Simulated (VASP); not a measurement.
Here is a VASP 6.6.1 calculation.

Contents of INCAR:

```
SYSTEM = WSe2
PREC = Accurate ; ENCUT = 600
EDIFF = 1E-7 ; ISMEAR = 0
SIGMA = 0.03 ; LREAL = .FALSE.
LASPH = .TRUE. ; NELM = 80
ALGO = Normal ; ISIF = 3
LWAVE = .FALSE. ; LCHARG = .FALSE.
GGA = PE ; IBRION = 2
NSW = 90 ; EDIFFG = -0.005
LATTICE_CONSTRAINTS = .TRUE. .TRUE. .FALSE.
```

File KPOINTS:

```
Automatic mesh
0
G
  12 12 1
  0 0 0
```

Contents of POSCAR:

```
WSe2                                    
1.0
    3.3215639358      0.0000000000      0.0000000000
   -1.6607819679      2.8765587503      0.0000000000
    0.0000000000      0.0000000000     21.3462600000
  Se              W             
     2     1
Direct
     0.3333333300000021    0.6666666699999979    0.4212605370609529
     0.3333333300000021    0.6666666699999979    0.5787394629390471
     0.6666666699999979    0.3333333300000021    0.5000000000000000
```

Potentials or basis: VASP PAW PBE potentials, release 64 (Se, W_sv).

Run with:

```console
$ cat potpaw_PBE.64/Se/POTCAR potpaw_PBE.64/W_sv/POTCAR > POTCAR
$ mpirun -np 1 vasp_std > vasp.out
```

Q: Estimate the band gap on the k mesh.

A: 1.55 eV, direct.

Forces on the atoms (eV/Å):
```
Se   0.000  0.000  0.002
Se   0.000  0.000 -0.002
W    0.000  0.000  0.000
```

Caveat: spin-orbit coupling is left out, which moves the levels of the heavy elements. PBE gaps usually lie below the measured ones, often by a third to a half.
